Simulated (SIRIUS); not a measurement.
## PtS2 in SIRIUS: the effect of strain

PtS2:

```
Pt S
1.0
     3.40147    0.00000    0.00000
    -1.70074    3.06850    0.00000
     0.00000    0.00000    5.03880
Pt S
1 2
Direct
  0.00000 0.00000 0.00000
  0.66667 0.33333 0.77300
  0.33333 0.66667 0.22700
```

The cell isn't the ideal one: strain = -0.04 (xx).

Alike in all runs:

| Quantity | Value |
| --- | --- |
| Program | SIRIUS 7.12.0 |
| Task | single point |
| Functional | PBE |
| Potentials or basis | PseudoDojo 0.4.1 PBE standard (scalar relativistic) |
| Cutoff | 1152 eV |
| Density cutoff | 4606 eV |
| k mesh | 4 × 4 × 2 |
| Occupations | fermi-dirac, width 0.05 eV |
| Spin | no spin polarisation |
| Strain kind | xx |
| Libxc names | ["XC_GGA_X_PBE", "XC_GGA_C_PBE"] |
| Energy tol | 1e-08 Ha |
| Density tol | 1e-06 |
| Mixer | anderson |
| Mixing beta | 0.7 |
| Max scf | 100 |

| strain | gap on the mesh (eV) | pressure (GPa) | largest force (eV/Å) |
| --- | --- | --- | --- |
| -4 % (xx) | 1.15 | 20.5 | 2.11 |
| -2 % (xx) | 1.16 | 15.6 | 1.69 |
| -1 % (xx) | 1.17 | 13.4 | 1.50 |
| +0 % (xx) | ? | ? | ? |
| +1 % (xx) | 1.13 | 9.3 | 1.19 |
| +2 % (xx) | 1.09 | 7.5 | 1.05 |
| +4 % (xx) | 1.00 | 4.2 | 0.83 |

What does the run with strain +0 % (xx) give?

gap on the mesh 1.17 eV; pressure 11.3 GPa; largest force 1.34 eV/Å.

Caveats: all runs use coarse meshes; spin-orbit coupling is left out, which moves the levels of the heavy elements; forces of over 1 eV/Å show positions far from the minimum, so gaps and moduli don't describe the material at rest (some runs).

A k mesh can miss the band edges.
